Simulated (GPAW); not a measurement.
The system is KMgF3.

```
K Mg F
1.0
     3.98590    0.00000    0.00000
     0.00000    3.98590    0.00000
     0.00000    0.00000    3.98590
K Mg F
1 1 3
Cartesian
  1.9929 1.9929 1.9929
  0.0000 0.0000 0.0000
  0.0000 0.0000 1.9929
  0.0000 1.9929 0.0000
  1.9929 0.0000 0.0000
```

Base run:

- Program: GPAW 26.7.0
- Functional: LDA
- Potentials or basis: the program's PAW data sets (release 1.2.1) made for this functional
- Cutoff: 650 eV
- Basis: pw
- k mesh: 6 × 6 × 6
- Occupations: fermi-dirac, width 0.001 eV
- Spin: no spin polarisation

Its results: band gap on the k mesh 6.96 eV, indirect (least direct gap 7.29 eV); electronic dielectric tensor (diagonal) 2.05.

Q: After a change of settings the same cell gave: band gap on the k mesh 7.63 eV, indirect (least direct gap 7.95 eV); electronic dielectric tensor (diagonal) 1.95. Which change was it?
A. functional from LDA to GLLB-SC
B. functional from LDA to AM05; potentials or basis from the program's PAW data sets (release 1.2.1) made for this functional to PAW data sets generated in the run's folder for this functional
C. functional from LDA to RPBE
D. functional from LDA to PBE; potentials or basis from the program's PAW data sets (release 1.2.1) made for this functional to GPAW PAW data sets (gpaw-data 1.2.1)

A: C.

Caveats: the long-wavelength limit can be off by a per cent or two; an odd mesh through Γ misses points on the zone boundary, where band edges often lie.
